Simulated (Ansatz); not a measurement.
Input and command of a calculation in Ansatz (plane waves; scalar-relativistic PAW potentials unless the input names others):

```yaml
crystal:
  lattice:
    - [3.8660089752, 0.0, 0.0]
    - [-1.9330044876, 3.3480619838, 0.0]
    - [0.0, 0.0, 6.357161]
  atoms:
    - { symbol: Li, position: [0.6666666667, 0.3333333333, 0.876017] }
    - { symbol: Li, position: [0.3333333333, 0.6666666667, 0.376017] }
    - { symbol: Cl, position: [0.6666666667, 0.3333333333, 0.498984] }
    - { symbol: Cl, position: [0.3333333333, 0.6666666667, 0.998984] }
basis:
  ecutwfc: 420
kpoints:
  mp_grid: { grid: [9, 9, 4] }
hamiltonian:
  xc: lda
scf:
  occupations: { method: tetrahedron_uncorrected }
output:
  forces: true
  eigenvalues: true
  stress: true
```

```bash
ansatz run input.yaml --threads 1 --pin off --max-ram 1228MiB --backend cpu --events-out ev --progress --plain --runs-dir out
```

Abridged log:
```
Pseudopotentials: kind: paw
Pseudopotential: Li, paw, valence charge 3, recommended cutoff 420 eV (normal)
Pseudopotential: Cl, paw, valence charge 7, recommended cutoff 420 eV (normal)
Functional definition: SPW92
Crystal: 4 atoms, lattice volume = 82.285 Å³
Basis set: ecut = 420 eV, 1641 PW (Γ)
Bands: 14, of which v1, the nominal top of the filled ones, is band 10 counted from 1 (9 counted from 0)
Symmetry: 12 space group operations
Space group: P63mc (ITA 186), of the structure as read, at distance tolerance 4.3e-5 Å
k-points: 36 of 324 (time reversal used)
Initial density: superposition of atomic densities (neutral atoms: chi_scale 0, normalization atom), corrected by the library's trained network
Initial wavefunctions: pseudopotential atomic-orbital guess
Functional: x = slater, c = lda
SCF iter   1: F=—  HF=-2498.782088 eV  |F-HF|=—  |Δ(HF+E_count)|=         —  Δρ=6.22e-3  dr2=2.81e-2  ethr=1.77e-3  ⟨swp⟩=5.1  Hψ=2680  notcnv=0
SCF iter   2: F=—  HF=-2498.767711 eV  |F-HF|=—  |Δ(HF+E_count)|=   1.44e-2  Δρ=3.06e-3  dr2=5.70e-3  ethr=1.41e-4  ⟨swp⟩=3.0  Hψ=1292  notcnv=0
SCF iter   3: F=—  HF=-2498.764831 eV  |F-HF|=—  |Δ(HF+E_count)|=   2.88e-3  Δρ=4.96e-4  dr2=2.25e-4  ethr=2.85e-5  ⟨swp⟩=2.0  Hψ=1008  notcnv=0
SCF iter   4: F=—  HF=-2498.764824 eV  |F-HF|=—  |Δ(HF+E_count)|=   6.65e-6  Δρ=1.16e-4  dr2=9.91e-6  ethr=1.12e-6  ⟨swp⟩=3.0  Hψ=865  notcnv=0
SCF iter   5: F=—  HF=-2498.764829 eV  |F-HF|=—  |Δ(HF+E_count)|=   4.96e-6  Δρ=2.13e-5  dr2=4.03e-7  ethr=4.96e-8  ⟨swp⟩=2.6  Hψ=731  notcnv=0
SCF iter   6: F=-2498.764830 eV  HF=-2498.764830 eV  |F-HF|=7.19e-9  |Δ(HF+E_count)|=   5.35e-7  Δρ=2.55e-6  dr2=7.48e-9  ethr=5.00e-10  ⟨swp⟩=4.0  Hψ=1636  notcnv=0
SCF 1 converged in 6 iterations: F = -2498.764830 eV  dr2 = 7.48e-9
SCF converged after 6 iterations
Free energy (F): -2498.764830 eV
Harris-Foulkes:  -2498.764830 eV  (|F-HF|=7.19e-9)
Internal energy: -2498.764830 eV  (E = F + TS)
E sigma→0 (E₀):  -2498.764830 eV
Fermi energy:    -0.478970 eV
--- Forces (eV/Å), atoms counted from 1 ---
  atom   1  Li     0.00000000     0.00000000    -0.01706688
  atom   2  Li     0.00000000     0.00000000    -0.01706688
  atom   3  Cl     0.00000000     0.00000000     0.01706119
  atom   4  Cl     0.00000000     0.00000000     0.01706119
--- Stress (GPa, compression-positive) ---
       -1.904754       0.000000       0.000000
        0.000000      -1.904754       0.000000
        0.000000       0.000000      -2.625261
  P = ⅓ Tr σ = -2.1449 GPa (-21.449 kbar)
```

Apart from outputs and empty bands, the input differs from a reference run on usual settings in scf.occupations.width: 0.05 → not typed; scf.occupations.method: "gaussian" → "tetrahedron_uncorrected". The reference, at the same geometry (not necessarily relaxed), gave pressure -2.14 GPa, largest force 0.017 eV/Å, gap on the mesh 5.62 eV. This run converged in 6 SCF iterations (reference: 6) with an energy at zero smearing within 0.01 meV/atom of the reference's, pressure -2.14 GPa, largest force 0.017 eV/Å, gap on the mesh 5.62 eV.